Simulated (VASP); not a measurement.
Runs of VASP 6.6.1 on InPd. The typed cell holds 2 atoms: a = 3.272 Å, b = 3.272 Å, c = 3.272 Å, α = 90.00°, β = 90.00°, γ = 90.00°. The cell comes from a database or a generator and needn't be the stable form of this composition.

```csv
task,level,cell,k mesh,cutoff (eV),ions in elastic constants,mesh quality,gap on the mesh (eV),pressure (GPa),relaxed volume (Å³/atom)
relaxation of cell and atoms,revTPSS,"relaxed from: all atoms moved at random, sigma 0.05 Å a component",6 × 6 × 6,600,-,not flagged,none,0.0,(a)
relaxation of cell and atoms,r2SCAN+D4,"relaxed from: all atoms moved at random, sigma 0.05 Å a component",6 × 6 × 6,600,-,not flagged,none,0.0,17.37
relaxation of the atoms,r2SCAN,"atoms relaxed from: all atoms moved at random, sigma 0.05 Å a component; atoms moved at random, drawn with an rms of 0.05 Å",6 × 6 × 6,520,-,not flagged,none,0.2,-
relaxation of cell and atoms,r2SCAN,"relaxed from: all atoms moved at random, sigma 0.05 Å a component",6 × 6 × 6,600,-,not flagged,none,0.0,17.54
```

Alike in all rows: potentials or basis VASP PAW PBE potentials, release 64 (In_d, Pd); no spin polarisation; smearing methfessel-paxton 0.1 eV.

Fill in the values left out.

(a) 17.16.

Caveats: the PAW data sets were made with another functional, which shifts forces and pressure a little; pairwise dispersion overbinds metals, which lowers pressure and volume (some runs).

A k mesh can miss the band edges, and the runs leave out spin-orbit coupling on In, Pd.

A gap of «none» marks a metal or a gap under the smearing width.
